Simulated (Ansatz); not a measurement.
# AlRu: γ-surface

All numbers below come from DFT PBEsol, scalar-relativistic, plane waves, PAW in Ansatz. The runs took a 420 eV cutoff, a Γ-centred 20×20×7 mesh and Gaussian smearing (0.15 eV). No spin polarisation. Energies are free energies at this smearing, counted from the undisturbed cell; pressure is positive in compression.

Reference structure (relaxed at this level; it needn't be the usual structure):

```xyz
6
Lattice="0.0000 -2.9764 0.0000 0.0000 0.0000 -2.9764 8.9292 0.0000 0.0000" Properties=species:S:1:pos:R:3 pbc="T T T"
Al    2.2322    0.0000    0.0000
Al    5.2086    0.0000    0.0000
Al    8.1850    0.0000    0.0000
Ru    0.7440   -1.4882   -1.4882
Ru    3.7204   -1.4882   -1.4882
Ru    6.6968   -1.4882   -1.4882
```

Vector c is tilted by p·a + q·b with the atoms' Cartesian places fixed: one unrelaxed fault a cell on a (1 0 0) plane of area 8.86 Å². Points are written (p, q).

Energy above the undisturbed cell in mJ/m² (a dash: not computed):

```
p \ q  0.000  0.167  0.333  0.500  0.667  0.833
0.000      0    963   3026   4121   3026    963
0.167    963      ?   6387      ?   6387      ?
0.333   3026   6387  14509  19365  14509   6387
0.500   4121      ?  19365  26100  19365      –
0.667   3026   6387  14509  19365  14509   6387
0.833    963      –   6387      –   6387      –
```

Q: Fill in the withheld energies.

A: (0.167, 0.167): 2610; (0.167, 0.500): 8519; (0.167, 0.833): 2610; (0.500, 0.167): 8519.

Cost: 10 runs of about 29 core-minutes in all, on Intel Xeon Platinum 8259CL (Skylake/Cascade Lake) (shared hosts).